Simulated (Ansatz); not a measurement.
A run of Ansatz 0.2.0 is set up as follows.

The input input.yaml:

```yaml
crystal:
  lattice:
    - [4.09041, 0.0, 0.0]
    - [-2.0452, 3.5424, 0.0]
    - [0.0, 0.0, 3.32658]
  atoms:
    - { symbol: Ge, position: [0.650829, 0.325179, 0.145432] }
    - { symbol: Ge, position: [0.33473, 0.677884, 0.866414] }
kpoints:
  mp_grid: { grid: [8, 8, 8] }
scf:
  occupations: { method: fermi_dirac, width: 0.05 }
hamiltonian:
  xc: pbe
  pseudopotentials: { kind: all_electron, lapw: { basis_error: 0.001 } }
output:
  forces: true
  stress: true
  eigenvalues: true
  populations: true
```

Potentials or basis: all-electron LAPW, scalar-relativistic.

Command:

```sh
$ ansatz run input.yaml --threads 1 --pin off --max-ram 3072MiB --backend cpu --events-out ev --progress --plain --runs-dir out
```

Task: What does it give for the pressure?

Result: -1.3 GPa.

Task: Estimate the largest force.

Result: 0.533 eV/Å.

Task: Estimate the band gap on the k mesh.

Result: None (metal or under the smearing width).

Forces in eV/Å, atoms in the order of the input:
```
Ge   0.192  0.495  0.041
Ge  -0.192 -0.495 -0.041
```
